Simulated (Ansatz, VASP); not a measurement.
# Two plane-wave programs on Si2Mo

INCAR

```
PREC = Accurate
ENCUT = 520
EDIFF = 1E-7
ISMEAR = -1
SIGMA = 0.05
LREAL = F
LASPH = T
NELM = 60
ALGO = Normal
ISIF = 2
LWAVE = F
LCHARG = F
GGA = PE
NBANDS = 43
```

Contents of KPOINTS:

```
Automatic mesh
0
Gamma
  5 5 3
```

Contents of POSCAR:

```
Si2Mo
1.0
    4.4937621287      0.0000000000      0.0000000000
   -2.2468810644      3.9711348592      0.0000000000
    0.0000000000      0.0000000000      6.5797601000
Mo Si
3 6
Direct
    0.5000000000      0.5000000000      0.8333333333
    0.0000000000      0.5000000000      0.1666666667
    0.5000000000      0.0000000000      0.5000000000
    0.1638729800      0.3277459600      0.5000000000
    0.6722540400      0.8361270200      0.1666666667
    0.8361270200      0.1638729800      0.8333333333
    0.8361270200      0.6722540400      0.5000000000
    0.3277459600      0.1638729800      0.1666666667
    0.1638729800      0.8361270200      0.8333333333
```

Contents of input.yaml:

```yaml
crystal:
  lattice:
    - [4.4937621287, 0.0, 0.0]
    - [-2.2468810644, 3.9711348592, 0.0]
    - [0.0, 0.0, 6.5797601]
  atoms:
    - { symbol: Mo, position: [0.5, 0.5, 0.8333333333] }
    - { symbol: Mo, position: [0.0, 0.5, 0.1666666667] }
    - { symbol: Mo, position: [0.5, 0.0, 0.5] }
    - { symbol: Si, position: [0.16387298, 0.32774596, 0.5] }
    - { symbol: Si, position: [0.67225404, 0.83612702, 0.1666666667] }
    - { symbol: Si, position: [0.83612702, 0.16387298, 0.8333333333] }
    - { symbol: Si, position: [0.83612702, 0.67225404, 0.5] }
    - { symbol: Si, position: [0.32774596, 0.16387298, 0.1666666667] }
    - { symbol: Si, position: [0.16387298, 0.83612702, 0.8333333333] }
hamiltonian:
  xc: pbe
  pseudopotentials: { kind: paw }
kpoints:
  mp_grid: { grid: [5, 5, 3] }
scf:
  occupations: { method: fermi_dirac, width: 0.05 }
output:
  forces: true
  stress: true
  eigenvalues: true
```

Change from the starting cell: strain = -0.02.

Alike in both runs: task single point; functional PBE; k mesh 5 × 5 × 3; occupations fermi-dirac, width 0.05 eV; no spin polarisation.

|  | VASP | Ansatz |
| --- | --- | --- |
| version | VASP 6.6.1 | Ansatz 0.2.0 |
| potentials or method | VASP PAW PBE potentials, release 64 (Mo_sv, Si) | Ansatz PAW |
| plane-wave cutoff (eV) | 520 | 420 |
| valence electrons in the cell | 66 | 66 |

VASP gave:

| Item | Value |
| --- | --- |
| gap on the k mesh at the Fermi level (eV) | 0.65 |
| least direct gap on the mesh (eV) | 0.94 |
| pressure (GPa) | 8.3 |
| largest component of the traceless stress (GPa) | 4.84 |
| rms of the force components (eV/Å) | 0.012 |

Problem. What did Ansatz give for the same quantities?

Solution. gap on the k mesh at the Fermi level (eV): 0.66; least direct gap on the mesh (eV): 0.94; pressure (GPa): 8.2; largest component of the traceless stress (GPa): 4.84; rms of the force components (eV/Å): 0.014.

Atom by atom the forces differ by 0.002 eV/Å (rms over components). The functional is the same, so the differences come from potentials, cutoffs and numerics.

Caveats: an odd mesh through Γ misses points on the zone boundary, where band edges often lie (VASP); odd divisions of the mesh miss points on the zone boundary, where band edges often lie, so the gap on the mesh can be too wide (Ansatz).
